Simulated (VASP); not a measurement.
# GaCo (Pm-3m) in VASP: single point with PBE

Aim: the single point of GaCo with PBE.

Program: VASP 6.6.1. These are calculated values, not measurements. Logs are shortened: lines on timing, memory, paths and dates and some standing lists are left out, and cuts for length are marked.

## Step 1: The structure

It takes space group Pm-3m (No. 221, cubic). Conventional cell: a = 2.883 Å, b = 2.883 Å, c = 2.883 Å, α = 90.00°, β = 90.00°, γ = 90.00°. Ga (site symmetry m-3m) is surrounded by 8 Co at 2.50 Å. Around Co (site symmetry m-3m) lie 8 Ga at 2.50 Å.

## Step 2: Single point, PBE, collinear spin, typed start

File INCAR:

```
SYSTEM = GaCo
PREC = Accurate
ENCUT = 520
EDIFF = 1E-7
ISMEAR = 0
SIGMA = 0.15
LREAL = .False.
LASPH = .True.
NELM = 150
ALGO = Normal
ISIF = 2
LWAVE = .False.
LCHARG = .False.
ISPIN = 2
MAGMOM = 0 0.32
LORBIT = 11
LMAXMIX = 4
GGA = PE
NBANDS = 22
```

File KPOINTS:

```
Automatic mesh
0
Gamma
  16 16 16
  0 0 0
```

File POSCAR:

```
GaCo
1.0
    2.8831000000      0.0000000000      0.0000000000
    0.0000000000      2.8831000000      0.0000000000
    0.0000000000      0.0000000000      2.8831000000
Ga Co
1 1
Direct
    0.5000000000      0.5000000000      0.5000000000
    0.0000000000      0.0000000000      0.0000000000
```

Potentials or basis: VASP PAW PBE potentials, release 64 (Ga_d, Co).

The run is started by

```bash
> cat potpaw_PBE.64/Ga_d/POTCAR potpaw_PBE.64/Co/POTCAR > POTCAR
> mpirun -np 1 vasp_std > vasp.out
```

OUTCAR:

```text
SYSTEM = GaCo
   PREC = Accurate
   ENCUT = 520
   EDIFF = 1E-7
   ISMEAR = 0
   LREAL = .False.
   LASPH = .True.
   NELM = 150
   ISIF = 2
   ISPIN = 2
   LORBIT = 11
   GGA = PE

 ion  position               nearest neighbor table
   1  0.500  0.500  0.500-   2 2.50   2 2.50   2 2.50   2 2.50   2 2.50   2 2.50   2 2.50   2 2.50

   2  0.000  0.000  0.000-   1 2.50   1 2.50   1 2.50   1 2.50   1 2.50   1 2.50   1 2.50   1 2.50

  LATTYP: Found a simple cubic cell.
 ALAT       =     2.8831000000

  Lattice vectors:

 A1 = (   2.8831000000,   0.0000000000,   0.0000000000)
 A2 = (   0.0000000000,   2.8831000000,   0.0000000000)
 A3 = (   0.0000000000,   0.0000000000,   2.8831000000)

Analysis of symmetry for initial positions (statically):
=====================================================================
 Subroutine PRICEL returns:
 Original cell was already a primitive cell.

 Routine SETGRP: Setting up the symmetry group for a
 simple cubic supercell.

 Subroutine GETGRP returns: Found 48 space group operations
 (whereof 48 operations were pure point group operations)
 out of a pool of 48 trial point group operations.

The static configuration has the point symmetry O_h .

Analysis of symmetry for dynamics (positions and initial velocities):
=====================================================================
 Subroutine PRICEL returns:
 Original cell was already a primitive cell.

 Routine SETGRP: Setting up the symmetry group for a
 simple cubic supercell.

 Subroutine GETGRP returns: Found 48 space group operations
 (whereof 48 operations were pure point group operations)
 out of a pool of 48 trial point group operations.

The dynamic configuration has the point symmetry O_h .

Analysis of structural, dynamic, and magnetic symmetry:
=====================================================================
 Subroutine PRICEL returns:
 Original cell was already a primitive cell.

 Routine SETGRP: Setting up the symmetry group for a
 simple cubic supercell.

 Subroutine GETGRP returns: Found 48 space group operations
 (whereof 48 operations were pure point group operations)
 out of a pool of 48 trial point group operations.

The overall configuration has the point symmetry O_h .

 Subroutine INISYM returns: Found 48 space group operations
 (whereof 48 operations are pure point group operations),
 and found     1 'primitive' translations

----------------------------------------------------------------------------------------

                                     Primitive cell

  volume of cell :      23.9651

  direct lattice vectors                    reciprocal lattice vectors
     2.883100000  0.000000000  0.000000000     0.346848878  0.000000000  0.000000000
     0.000000000  2.883100000  0.000000000     0.000000000  0.346848878  0.000000000
     0.000000000  0.000000000  2.883100000     0.000000000  0.000000000  0.346848878

  length of vectors
     2.883100000  2.883100000  2.883100000     0.346848878  0.346848878  0.346848878

  position of ions in fractional coordinates (direct lattice)
     0.500000000  0.500000000  0.500000000
     0.000000000  0.000000000  0.000000000

  ion indices of the primitive-cell ions
   primitive index   ion index
                 1           1
                 2           2

----------------------------------------------------------------------------------------

 KPOINTS: Automatic mesh

Automatic generation of k-mesh.
 Grid dimensions read from file:
 generate k-points for:   16   16   16

 Generating k-lattice:

  Cartesian coordinates                     Fractional coordinates (reciprocal lattice)
     0.021678055  0.000000000  0.000000000     0.062500000  0.000000000  0.000000000
     0.000000000  0.021678055  0.000000000     0.000000000  0.062500000  0.000000000
     0.000000000  0.000000000  0.021678055     0.000000000  0.000000000  0.062500000

  Length of vectors
     0.021678055  0.021678055  0.021678055

  Shift w.r.t. Gamma in fractional coordinates (k-lattice)
     0.000000000  0.000000000  0.000000000

 Subroutine IBZKPT returns following result:
 ===========================================

 Found    165 irreducible k-points:

 Following reciprocal coordinates:
            Coordinates               Weight
  0.000000  0.000000  0.000000      1.000000
  0.062500  0.000000  0.000000      6.000000
  0.125000  0.000000  0.000000      6.000000
  0.187500  0.000000  0.000000      6.000000
  0.250000  0.000000  0.000000      6.000000
  0.312500  0.000000  0.000000      6.000000
[... 16 lines left out ...]
  0.437500  0.125000  0.000000     24.000000
  0.500000  0.125000  0.000000     12.000000
 [... further k-points ...]
   k-points           NKPTS =    165   k-points in BZ     NKDIM =    165   number of bands    NBANDS=     22
   number of dos      NEDOS =    301   number of ions     NIONS =      2
   total plane-waves  NPLWV =  13824
   dimension x,y,z NGX =    24 NGY =   24 NGZ =   24
   dimension x,y,z NGXF=    48 NGYF=   48 NGZF=   48
   ions per type =               1   1
   NGX,Y,Z   is equivalent  to a cutoff of  13.84, 13.84, 13.84 a.u.
   NGXF,Y,Z  is equivalent  to a cutoff of  27.68, 27.68, 27.68 a.u.
 SYSTEM =  GaCo
   PREC   = accura    normal or accurate (medium, high low for compatibility)
   ISTART =      0    job   : 0-new  1-cont  2-samecut
   ICHARG =      2    charge: 1-file 2-atom 10-const
   ISPIN  =      2    spin polarized calculation?
   LNONCOLLINEAR =      F non collinear calculations
   LSORBIT =      F    spin-orbit coupling
   LASPH  =      T    aspherical Exc in radial PAW
   ENCUT  =  520.0 eV  38.22 Ry    6.18 a.u.   5.36  5.36  5.36*2*pi/ulx,y,z
   NELM   =    150;   NELMIN=  2; NELMDL= -5     # of ELM steps
   EDIFF  = 0.1E-06   stopping-criterion for ELM
   LREAL  =      F    real-space projection
   EDIFFG = 0.1E-05   stopping-criterion for IOM
   NSW    =      0    number of steps for IOM
   IBRION =     -1    ionic relax: 0-MD 1-quasi-New 2-CG
   NFREE  =      0    steps in history (QN), initial steepest desc. (CG)
   ISIF   =      2    stress and relaxation
   ISYM   =      2    0-nonsym 1-usesym 2-fastsym
   POTIM  = 0.5000    time-step for ionic-motion
   TEBEG  =    0.0;   TEEND  =   0.0 temperature during run
   PSTRESS=    0.0 pullay stress
   NELECT =      22.0000    total number of electrons
   NUPDOWN=      -1.0000    fix difference up-down
   EMIN   =  10.00;   EMAX   =-10.00  energy-range for DOS
   EFERMI =   0.00;   METHOD = LEGACY
   ISMEAR =     0;   SIGMA  =   0.15  broadening in eV -4-tet -1-fermi 0-gaus
   EFERMI_NEDOS =   21; number of points for ismear=-14 and -15
   IALGO  =     38    algorithm
   IMIX   =      4    mixing-type and parameters
     AMIX     =   0.40;   BMIX     =  1.00
     AMIX_MAG =   1.60;   BMIX_MAG =  1.00
  volume/ion in A,a.u.               =      11.98        80.86
  Fermi-wavevector in a.u.,A,eV,Ry     =   1.591070  3.006687 34.443210  2.531504
  Thomas-Fermi vector in A             =   2.689667
   LORBIT       =     11    0 simple, 1 ext, 2 COOP (PROOUT), +10 PAW based schemes
   GGA     = PE    functional components
   LHFCALC =     F    Hartree Fock is set to
   AEXX    =    0.0000 exact exchange contribution
   IVDW    =     0    specifies the selected vdW correction
   LEPSILON=     F    determine dielectric tensor
   LRPA    =     F    only Hartree local field effects (RPA)
 spin polarized calculation
 Gauss-broadening in eV      SIGMA  =   0.15
  energy-cutoff  :      520.00
  volume of cell :       23.97
 maximum number of plane-waves:       662
 NGX is ok and might be reduce to    24
   NGX = 11   NGY = 11   NGZ = 11

 number of electron      22.0000019 magnetization       0.0446748

 Free energy of the ion-electron system (eV)
  ---------------------------------------------------
  ext. energy  EPLUGINS =         0.00000000
  ---------------------------------------------------
  free energy    TOTEN  =       -10.48542620 eV

  energy without entropy =      -10.47089758  energy(sigma->0) =      -10.47816189

 E-fermi :   9.7104     XC(G=0): -13.1590

 val. band max:        9.6956081502   @ k =   0.4375   0.4375   0.2500
 cond. band min:       9.7281826047   @ k =   0.5000   0.2500   0.0000
 fundamental gap:      0.0325744545
 Fermi energy:         9.7103940938

 spin component 1

 k-point     1 :       0.0000    0.0000    0.0000
  band No.  band energies     occupation
      1      -5.4500      1.00000
      2      -5.4500      1.00000
      3      -5.1086      1.00000
      4      -5.1086      1.00000
      5      -5.1086      1.00000
      6      -2.3151      1.00000
[... 14 lines left out ...]
     21      34.9157      0.00000
     22      34.9157      0.00000
[... 552 lines left out ...]
  band No.  band energies     occupation
      1      -5.3718      1.00000
      2      -5.2418      1.00000
      3      -5.2078      1.00000
      4      -5.1736      1.00000
      5      -5.1064      1.00000
      6       1.9601      1.00000
[... 14 lines left out ...]
     21      34.1894      0.00000
     22      35.7657      0.00000

 [... further k-points ...]

 spin component 2

 k-point     1 :       0.0000    0.0000    0.0000
  band No.  band energies     occupation
      1      -5.4508      1.00000
      2      -5.4508      1.00000
      3      -5.1094      1.00000
      4      -5.1094      1.00000
      5      -5.1094      1.00000
      6      -2.3184      1.00000
[... 14 lines left out ...]
     21      34.9246      0.00000
     22      34.9246      0.00000
[... 552 lines left out ...]
  band No.  band energies     occupation
      1      -5.3727      1.00000
      2      -5.2427      1.00000
      3      -5.2087      1.00000
      4      -5.1744      1.00000
      5      -5.1071      1.00000
      6       1.9564      1.00000
[... 14 lines left out ...]
     21      34.1851      0.00000
     22      35.7618      0.00000

 [... further k-points ...]
[... 5 lines left out ...]
  --------------------------------------------------------------------------------------
  -------------------------------------------------------------------------------------
  Total       -0.0012418     -0.0012418     -0.0012418     -0.0000000     -0.0000000      0.0000000
  in kB       -0.0830173     -0.0830173     -0.0830173     -0.0000000     -0.0000000      0.0000000
  external PRESSURE =      -0.0830173 kB  Pullay stress =       0.0000000 kB

 VOLUME and BASIS-vectors are now :
 -----------------------------------------------------------------------------
  energy-cutoff  :      520.00
  volume of cell :       23.97
      direct lattice vectors                 reciprocal lattice vectors
     2.883100000  0.000000000  0.000000000     0.346848878  0.000000000  0.000000000
     0.000000000  2.883100000  0.000000000     0.000000000  0.346848878  0.000000000
     0.000000000  0.000000000  2.883100000     0.000000000  0.000000000  0.346848878

 POSITION                                       TOTAL-FORCE (eV/Angst)
 -----------------------------------------------------------------------------------
      1.44155      1.44155      1.44155         0.000000      0.000000      0.000000
      0.00000      0.00000      0.00000         0.000000      0.000000      0.000000
 -----------------------------------------------------------------------------------
    total drift:                                0.000000      0.000000     -0.000000

  FREE ENERGIE OF THE ION-ELECTRON SYSTEM (eV)
  ---------------------------------------------------
  free  energy   TOTEN  =       -10.4854261984 eV

  energy  without entropy=      -10.4708975776  energy(sigma->0) =      -10.47816189

 total charge

# of ion       s       p       d       tot
------------------------------------------
    1        0.846   0.881  10.050  11.778
    2        0.386   0.449   7.509   8.344
--------------------------------------------------
tot          1.232   1.330  17.559  20.121

 magnetization (x)

# of ion       s       p       d       tot
------------------------------------------
    1       -0.000  -0.001  -0.001  -0.003
    2        0.000  -0.001   0.050   0.050
--------------------------------------------------
tot         -0.000  -0.002   0.049   0.047
```

Run time: 1.9 min. Hardware: 1 thread of Intel Xeon Platinum 8488C (Sapphire Rapids), shared host; peak memory 0.25 GiB.

Results:

- Free energy: -10.4854 eV
- Pressure: 0.0 GPa
- Band gap on the k mesh: none (metal or under the smearing width)
- Net moment: 0.04 μB per cell
- Site moments: Ga -0.00; Co +0.05 μB
- Valence electrons inside the program's atomic spheres: Ga 11.78; Co 8.34

Levels at points of the mesh, in eV from the Fermi level:
Spin up:
| k point | band 9 | band 10 | band 11 | band 12 | band 13 | band 14 |
| --- | --- | --- | --- | --- | --- | --- |
| (0.00, 0.00, 0.00) | -0.74 | -0.74 | -0.74 | 5.20 | 5.20 | 5.20 |
| (0.50, 0.00, 0.00) | -1.74 | -1.74 | -0.73 | 0.08 | 10.60 | 10.60 |
| (0.50, 0.50, 0.00) | -2.47 | -1.22 | -1.22 | -0.28 | 2.22 | 3.14 |
| (0.50, 0.50, 0.50) | -0.24 | -0.24 | 0.63 | 3.85 | 3.85 | 3.85 |
Spin down:
```csv
k point,band 9,band 10,band 11,band 12,band 13,band 14
"(0.00, 0.00, 0.00)",-0.71,-0.71,-0.71,5.19,5.19,5.19
"(0.50, 0.00, 0.00)",-1.71,-1.71,-0.70,0.16,10.60,10.60
"(0.50, 0.50, 0.00)",-2.41,-1.19,-1.19,-0.19,2.25,3.17
"(0.50, 0.50, 0.50)",-0.15,-0.15,0.63,3.85,3.85,3.85
```
